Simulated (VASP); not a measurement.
# SnSe (Pm-3m) in VASP: settings compared

One crystal, SnSe, is run at these levels: r2SCAN, PBE; tasks: relaxation of the atoms, relaxation of cell and atoms.

Everything below comes from runs of VASP 6.6.1. Logs are shortened: lines on timing, memory, paths and dates and some standing lists are left out, and cuts for length are marked.

## Step 1: The crystal as given

Symmetry: Pm-3m, No. 221, cubic system. The conventional cell has a = 3.182 Å, b = 3.182 Å, c = 3.182 Å, α = 90.00°, β = 90.00°, γ = 90.00°. Around Sn (site symmetry m-3m) lie 8 Se at 2.76 Å. Se (site symmetry m-3m) is surrounded by 8 Sn at 2.76 Å.

Measurements of this composition are mostly on another form, of space group No. 62.

## Step 2: Relaxation of the atoms, r2SCAN (a relaxed cell with its volume scaled by 1.04)

Contents of INCAR:

```
ALGO = Normal
EDIFF = 1E-7
EDIFFG = -0.01
ENCUT = 600
IBRION = 2
ISIF = 2
ISMEAR = 0
LASPH = True
LCHARG = False
LMIXTAU = True
LREAL = False
LWAVE = False
METAGGA = R2SCAN
NELM = 80
NSW = 40
PREC = Accurate
SIGMA = 0.03
```

Contents of KPOINTS:

```
k-points
0
Gamma
  8 8 8
```

Contents of POSCAR:

```
SnSe                                    
1.0
    3.7185589555      0.0000000000     -0.0000000000
    0.0000000000      3.7185589555     -0.0000000000
    0.0000000000     -0.0000000000      3.7185589555
  Sn              Se            
     1     1
Direct
     0.5000000000000000    0.5000000000000000    0.5000000000000000
     0.0000000000000000    0.0000000000000000    0.0000000000000000
```

Potentials or basis: VASP PAW PBE potentials, release 64 (Sn_d, Se).

Launch:

```bash
$ cat potpaw_PBE.64/Sn_d/POTCAR potpaw_PBE.64/Se/POTCAR > POTCAR
$ mpirun -np 1 vasp_std > vasp.out
```

OUTCAR:

```text
EDIFF = 1E-7
   EDIFFG = -0.01
   ENCUT = 600
   IBRION = 2
   ISIF = 2
   ISMEAR = 0
   LASPH = True
   LREAL = False
   METAGGA = R2SCAN
   NELM = 80
   NSW = 40
   PREC = Accurate

 ion  position               nearest neighbor table
   1  0.500  0.500  0.500-   2 3.22   2 3.22   2 3.22   2 3.22   2 3.22   2 3.22   2 3.22   2 3.22

   2  0.000  0.000  0.000-   1 3.22   1 3.22   1 3.22   1 3.22   1 3.22   1 3.22   1 3.22   1 3.22

  LATTYP: Found a simple cubic cell.
 ALAT       =     3.7185589555

  Lattice vectors:

 A1 = (   3.7185589555,   0.0000000000,   0.0000000000)
 A2 = (   0.0000000000,   3.7185589555,   0.0000000000)
 A3 = (   0.0000000000,   0.0000000000,   3.7185589555)

Analysis of symmetry for initial positions (statically):
=====================================================================
 Subroutine PRICEL returns:
 Original cell was already a primitive cell.

 Routine SETGRP: Setting up the symmetry group for a
 simple cubic supercell.

 Subroutine GETGRP returns: Found 48 space group operations
 (whereof 48 operations were pure point group operations)
 out of a pool of 48 trial point group operations.

The static configuration has the point symmetry O_h .

Analysis of symmetry for dynamics (positions and initial velocities):
=====================================================================
 Subroutine PRICEL returns:
 Original cell was already a primitive cell.

 Routine SETGRP: Setting up the symmetry group for a
 simple cubic supercell.

 Subroutine GETGRP returns: Found 48 space group operations
 (whereof 48 operations were pure point group operations)
 out of a pool of 48 trial point group operations.

The dynamic configuration has the point symmetry O_h .

 Subroutine INISYM returns: Found 48 space group operations
 (whereof 48 operations are pure point group operations),
 and found     1 'primitive' translations

----------------------------------------------------------------------------------------

                                     Primitive cell

  volume of cell :      51.4190

  direct lattice vectors                    reciprocal lattice vectors
     3.718558955  0.000000000  0.000000000     0.268921378  0.000000000  0.000000000
     0.000000000  3.718558955  0.000000000     0.000000000  0.268921378  0.000000000
     0.000000000  0.000000000  3.718558955     0.000000000  0.000000000  0.268921378

  length of vectors
[... 95 lines left out ...]
   EMIN   =  10.00;   EMAX   =-10.00  energy-range for DOS
   EFERMI =   0.00;   METHOD = LEGACY
   ISMEAR =     0;   SIGMA  =   0.03  broadening in eV -4-tet -1-fermi 0-gaus
   EFERMI_NEDOS =   21; number of points for ismear=-14 and -15
   IALGO  =     38    algorithm
   IMIX   =      4    mixing-type and parameters
     AMIX     =   0.40;   BMIX     =  1.00
     AMIX_MAG =   1.60;   BMIX_MAG =  1.00
  volume/ion in A,a.u.               =      25.71       173.50
  Fermi-wavevector in a.u.,A,eV,Ry     =   1.195025  2.258269 19.430258  1.428084
  Thomas-Fermi vector in A             =   2.331000
   LORBIT       =      0    0 simple, 1 ext, 2 COOP (PROOUT), +10 PAW based schemes
   METAGGA = R2SCAN    functional components
   LHFCALC =     F    Hartree Fock is set to
   AEXX    =    0.0000 exact exchange contribution
   IVDW    =     0    specifies the selected vdW correction
   LEPSILON=     F    determine dielectric tensor
   LRPA    =     F    only Hartree local field effects (RPA)
 conjugate gradient relaxation of ions
 non-spin polarized calculation
 Gauss-broadening in eV      SIGMA  =   0.03
  energy-cutoff  :      600.00
  volume of cell :       51.42
 maximum number of plane-waves:      1747
 NGX is ok and might be reduce to    30
   NGX = 15   NGY = 15   NGZ = 15

 number of electron      19.9999993 magnetization

 Free energy of the ion-electron system (eV)
  ---------------------------------------------------
  ext. energy  EPLUGINS =         0.00000000
  ---------------------------------------------------
  free energy    TOTEN  =       -39.26557710 eV

  energy without entropy =      -39.26517908  energy(sigma->0) =      -39.26537809

 E-fermi :   5.6893     XC(G=0): -10.5988

 val. band max:        5.6892481826   @ k =   0.5000   0.5000   0.3750
 cond. band min:       5.8701875688   @ k =   0.5000   0.0000   0.0000
 fundamental gap:      0.1809393862
 Fermi energy:         5.6892667309

 k-point     1 :       0.0000    0.0000    0.0000
  band No.  band energies     occupation
      1     -16.6402      2.00000
      2     -16.6402      2.00000
      3     -16.5715      2.00000
      4     -16.5715      2.00000
      5     -16.5715      2.00000
      6      -8.2782      2.00000
      7      -0.1328      2.00000
      8       3.8024      2.00000
      9       3.8024      2.00000
     10       3.8024      2.00000
     11      10.7179      0.00000
     12      10.7179      0.00000
     13      11.8413      0.00000
     14      11.8413      0.00000
[... 377 lines left out ...]
      1     -16.6118      2.00000
      2     -16.6055      2.00000
      3     -16.5898      2.00000
      4     -16.5868      2.00000
      5     -16.5625      2.00000
      6      -6.7149      2.00000
      7      -1.0412      2.00000
      8       1.3357      2.00000
      9       1.9642      2.00000
     10       4.8048      2.00000
     11       8.1880      0.00000
     12       8.9905      0.00000
     13      10.1156      0.00000
     14      13.7941      0.00000

 [... further k-points ...]

------------------------ aborting loop because EDIFF is reached ----------------------------------------

  FORCE on cell =-STRESS in cart. coord.  units (eV):
  Direction    XX          YY          ZZ          XY          YZ          ZX
  --------------------------------------------------------------------------------------
  -------------------------------------------------------------------------------------
  Total       -0.6031222     -0.6031222     -0.6031222      0.0000000     -0.0000000     -0.0000000
  in kB      -18.7928167    -18.7928167    -18.7928167      0.0000000     -0.0000000     -0.0000000
  external PRESSURE =     -18.7928167 kB  Pullay stress =       0.0000000 kB

 VOLUME and BASIS-vectors are now :
 -----------------------------------------------------------------------------
  energy-cutoff  :      600.00
  volume of cell :       51.42
      direct lattice vectors                 reciprocal lattice vectors
     3.718558955  0.000000000  0.000000000     0.268921378  0.000000000  0.000000000
     0.000000000  3.718558955  0.000000000     0.000000000  0.268921378  0.000000000
     0.000000000  0.000000000  3.718558955     0.000000000  0.000000000  0.268921378

 POSITION                                       TOTAL-FORCE (eV/Angst)
 -----------------------------------------------------------------------------------
      1.85928      1.85928      1.85928         0.000000      0.000000      0.000000
      0.00000      0.00000      0.00000         0.000000      0.000000      0.000000
 -----------------------------------------------------------------------------------
    total drift:                                0.000000      0.000000      0.000000

  FREE ENERGIE OF THE ION-ELECTRON SYSTEM (eV)
  ---------------------------------------------------
  free  energy   TOTEN  =       -39.2655770992 eV

  energy  without entropy=      -39.2651790775  energy(sigma->0) =      -39.26537809

 reached required accuracy - stopping structural energy minimisation
```

Wall time 78 s (1 thread of Intel Xeon Platinum 8488C (Sapphire Rapids), shared host); peak memory 0.19 GiB.

Results:

* Free energy: -39.2656 eV
* Pressure after relaxing: -1.9 GPa
* Band gap on the k mesh: none (metal or under the smearing width)

Final structure:
```yaml
crystal:
  lattice:
    - [3.71856, 0.00000, 0.00000]
    - [0.00000, 3.71856, 0.00000]
    - [0.00000, 0.00000, 3.71856]
  atoms:
    - { symbol: Sn, position: [0.50000, 0.50000, 0.50000] }
    - { symbol: Se, position: [0.00000, 0.00000, 0.00000] }
```

Caveat: the relaxation stopped at its first step, so nothing moved; the PAW data sets were made with another functional, which shifts forces and pressure a little.

## Step 3: Relaxation of the atoms, r2SCAN (a relaxed cell with its volume scaled by 1.06)

INCAR is that of step 2.

KPOINTS is that of step 2.

Contents of POSCAR:

```
SnSe                                    
1.0
    3.7422446830      0.0000000000     -0.0000000000
    0.0000000000      3.7422446830     -0.0000000000
    0.0000000000     -0.0000000000      3.7422446830
  Sn              Se            
     1     1
Direct
     0.5000000000000000    0.5000000000000000    0.5000000000000000
     0.0000000000000000    0.0000000000000000    0.0000000000000000
```

Potentials or basis: VASP PAW PBE potentials, release 64 (Sn_d, Se).

Launch:

```bash
$ cat potpaw_PBE.64/Sn_d/POTCAR potpaw_PBE.64/Se/POTCAR > POTCAR
$ mpirun -np 1 vasp_std > vasp.out
```

Run time: 73 s. Hardware: 1 thread of Intel Xeon Platinum 8488C (Sapphire Rapids), shared host; peak memory 0.19 GiB.

Results (log left out):

| Property | Result |
| --- | --- |
| Free energy | -39.2513 eV |
| Pressure after relaxing | -2.8 GPa |
| Band gap on the k mesh | none (metal or under the smearing width) |

Final structure:
```
Sn Se
1.0
     3.74224    0.00000    0.00000
     0.00000    3.74224    0.00000
     0.00000    0.00000    3.74224
Sn Se
1 1
Direct
  0.50000 0.50000 0.50000
  0.00000 0.00000 0.00000
```

Levels at points of the mesh, in eV from the Fermi level:
```csv
k point,band 7,band 8,band 9,band 10,band 11,band 12,band 13,band 14
"(0.00, 0.00, 0.00)",-5.91,-1.87,-1.87,-1.87,5.03,5.03,5.98,5.98
"(0.50, 0.00, 0.00)",-8.33,-0.65,-0.65,0.12,0.30,3.15,3.15,7.11
"(0.50, 0.50, 0.00)",-6.19,-4.81,-4.81,-0.24,4.19,4.19,4.66,7.02
"(0.50, 0.50, 0.50)",-4.77,-2.89,-2.89,-2.89,-0.81,-0.81,-0.81,14.38
```

Caveat: the relaxation stopped at its first step, so nothing moved; the PAW data sets were made with another functional, which shifts forces and pressure a little.

## Step 4: Relaxation of cell and atoms, PBE, target pressure 50.1 GPa, at which the enthalpy is minimised

Contents of INCAR:

```
SYSTEM = SnSe
ALGO = Normal
EDIFF = 1E-6
EDIFFG = -0.01
ENCUT = 600
GGA = PE
IBRION = 2
ISIF = 3
ISMEAR = 0
LASPH = .TRUE.
LCHARG = .FALSE.
LREAL = .FALSE.
LWAVE = .FALSE.
NELM = 80
NSW = 90
PREC = Accurate
PSTRESS = 501.0
SIGMA = 0.03
```

Contents of KPOINTS:

```
k-points
0
G
  8 8 8
  0 0 0
```

Contents of POSCAR:

```
SnSe
1.0
    3.1821000000      0.0000000000      0.0000000000
    0.0000000000      3.1821000000      0.0000000000
    0.0000000000      0.0000000000      3.1821000000
Sn Se
1 1
Direct
    0.5000000000      0.5000000000      0.5000000000
    0.0000000000      0.0000000000      0.0000000000
```

Launch:

```bash
$ cat potpaw_PBE.64/Sn_d/POTCAR potpaw_PBE.64/Se/POTCAR > POTCAR
$ mpirun -np 1 vasp_std > vasp.out
```

Run time: 22 s. Hardware: 1 thread of Intel Xeon 6975P-C (Granite Rapids), shared host; peak memory 0.17 GiB.

It converged, with:

```yaml
Free_energy: -5.9200 eV
Relaxed_volume: 16.60 Å³/atom
Relaxed_cell: a = 3.214 Å, b = 3.214 Å, c = 3.214 Å, α = 90.00°, β = 90.00°, γ = 90.00°
Space_group_after_relaxing_to_0.05_Å: Pm-3m (No. 221)
Energy_change_on_relaxing_the_enthalpy_is_what_falls: -163.9 meV/atom
Ionic_steps: 4
Pressure_after_relaxing: 50.1 GPa
Band_gap_on_the_k_mesh: none (metal or under the smearing width)
```

Step by step:
| step | energy change (eV) | largest force (eV/Å) | pressure (GPa) | volume (Å³) |
| --- | --- | --- | --- | --- |
| 1 | 0.0000 | 0.0000 | 58.14 | 32.22 |
| 2 | -1.0799 | 0.0000 | 32.55 | 36.14 |
| 3 | -0.3500 | 0.0000 | 49.54 | 33.27 |
| 4 | -0.3279 | 0.0000 | 50.08 | 33.19 |

Final structure:
```cif
data_structure
_symmetry_space_group_name_H-M 'P 1'
_symmetry_Int_Tables_number 1
_cell_length_a 3.2138
_cell_length_b 3.2138
_cell_length_c 3.2138
_cell_angle_alpha 90.000
_cell_angle_beta 90.000
_cell_angle_gamma 90.000
_cell_volume 33.19
loop_
_atom_site_label
_atom_site_type_symbol
_atom_site_fract_x
_atom_site_fract_y
_atom_site_fract_z
_atom_site_occupancy
Sn1 Sn 0.50000 0.50000 0.50000 1
Se1 Se 0.00000 0.00000 0.00000 1
```

Levels at points of the mesh, in eV from the Fermi level:
```tsv
k point	band 6	band 7	band 8	band 9	band 10	band 11	band 12	band 13	band 14
(0.00, 0.00, 0.00)	-17.77	-4.63	-3.63	-3.63	-3.63	2.96	2.96	9.18	9.18
(0.50, 0.00, 0.00)	-15.65	-11.72	-1.41	-1.41	0.24	1.94	3.11	3.11	4.70
(0.50, 0.50, 0.00)	-13.70	-8.51	-8.51	-7.26	-0.81	5.15	5.15	6.54	6.83
(0.50, 0.50, 0.50)	-12.91	-5.40	-5.40	-5.40	-3.75	-3.14	-3.14	-3.14	18.83
```

Caveat: the cell is relaxed towards a set pressure, so the enthalpy falls and the energy may rise.

## Step 5: Overview

```csv
task,level,cell,target pressure,gap on the mesh (eV),pressure (GPa)
relaxation of the atoms,r2SCAN,atoms relaxed from: a relaxed cell with its volume scaled by 1.04,-,none,-1.9
relaxation of the atoms,r2SCAN,atoms relaxed from: a relaxed cell with its volume scaled by 1.06,-,none,-2.8
relaxation of cell and atoms,PBE,relaxed to 50.1 GPa,50.1 GPa,none,50.1
```

Alike in all rows: potentials or basis VASP PAW PBE potentials, release 64 (Sn_d, Se); no spin polarisation; k mesh 8 × 8 × 8; cutoff (eV) 600; smearing gaussian 0.03 eV.

Caveats: the relaxation stopped at its first step, so nothing moved (some runs); the PAW data sets were made with another functional, which shifts forces and pressure a little (some runs); the cell is relaxed towards a set pressure, so the enthalpy falls and the energy may rise (some runs).

Total energies depend on the potentials used, so only differences within one code and one set of settings carry meaning.
